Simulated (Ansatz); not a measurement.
## Nb, dhcp: how the functional moves the structure

All rows: Ansatz, plane waves with scalar-relativistic PAW, 420 eV (500 eV for the SCAN forms), relaxed under each functional, no dispersion correction, no zero-point motion. B₀ comes from uniform scaling at fixed shape; a dash is a value not given.

| functional | V (Å³/atom) | cell | B₀ (GPa) | magnetic state | ΔE to bcc (meV/atom) |
| --- | --- | --- | --- | --- | --- |
| PBE | 18.69 | a = 2.866 Å, c = 10.509 Å (c/a = 3.667) | 162 | spin not included | 288 |
| r²SCAN | 18.58 | a = 2.859 Å, c = 10.497 Å (c/a = 3.672) | 167 | spin not included | 298 |
| LDA | 17.64 | a = 2.804 Å, c = 10.364 Å (c/a = 3.696) | 182 | spin not included | 313 |
| revPBE | 18.92 | a = 2.879 Å, c = 10.544 Å (c/a = 3.662) | 157 | spin not included | 282 |
| RPBE | 19.02 | a = 2.884 Å, c = 10.558 Å (c/a = 3.660) | 155 | spin not included | 280 |
| BLYP | 19.43 | a = 2.891 Å, c = 10.738 Å (c/a = 3.714) | 149 | spin not included | 260 |

(1) What does PBEsol give?

Answers

(1) V (Å³/atom): 18.04; cell: a = 2.829 Å, c = 10.409 Å (c/a = 3.679); B₀ (GPa): 174; magnetic state: spin not included; ΔE to bcc (meV/atom): 305.
